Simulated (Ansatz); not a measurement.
**SrTiO3: comparing deformations**

Theory: DFT PBE, scalar-relativistic, plane waves, PAW (Ansatz 0.2.0). Cutoff 420 eV, Γ-centred 8×8×8 k-points, Gaussian smearing of 0.05 eV. No spin polarisation. Energies are free energies at this smearing, counted from the undisturbed cell; pressure is positive in compression.

Reference structure (relaxed at this level; it needn't be the usual structure):

```yaml
crystal:
  lattice:
    - [3.93640, 0.00000, 0.00000]
    - [0.00000, 3.93640, 0.00000]
    - [0.00000, 0.00000, 3.93640]
  atoms:
    - { symbol: Sr, position: [0.00000, 0.00000, 0.00000] }
    - { symbol: Ti, position: [0.50000, 0.50000, 0.50000] }
    - { symbol: O, position: [0.00000, 0.50000, 0.50000] }
    - { symbol: O, position: [0.50000, 0.00000, 0.50000] }
    - { symbol: O, position: [0.50000, 0.50000, 0.00000] }
```

The cell is strained by ε times a Voigt pattern (xx, yy, zz, yz, xz, xy; engineering shear) with fractional coordinates fixed. τ = (1/V0) dE/dε comes from the stress tensor. Of each scan, only the three points used here are listed.

```csv
pattern,ε,τ (GPa)
"(0, 0, 0, 1, 0, 0)",-0.0100,-1.10
"(0, 0, 0, 1, 0, 0)",0.0000,0.00
"(0, 0, 0, 1, 0, 0)",0.0050,0.55
"(1, -1, 0, 0, 0, 0)",-0.0250,-10.96
"(1, -1, 0, 0, 0, 0)",0.0000,0.00
"(1, -1, 0, 0, 0, 0)",0.0125,5.40
```

Which constants do the scans give, and which deformation costs least for the same size of strain tensor?

The slope dτ/dε at zero (parabola through three points) is pᵀCp: (0, 0, 0, 1, 0, 0) gives C44 = 110 GPa; (1, -1, 0, 0, 0, 0) gives 2(C11 − C12) = 434 GPa. The size of the strain tensor, ε:ε, is ε² times 0.5, 2.0. Per unit of it the stiffnesses are 220, 217 GPa, so (1, -1, 0, 0, 0, 0) is the softest of these, level with (0, 0, 0, 1, 0, 0): at ε:ε = (1 %)² the quadratic term costs 0.83 meV/atom against 0.84 for the stiffest. These are clamped-ion values.

How anisotropic is this cubic crystal?

Zener's ratio 2 C44/(C11 − C12) = 1.01 with clamped ions; it is 1 for an isotropic solid.

Symmetry holds off the tilts and polar distortions that many cubic perovskites undergo.

Cost: 17 runs of about 2.8 core-minutes in all, on Intel Xeon Platinum 8259CL (Skylake/Cascade Lake) (shared hosts).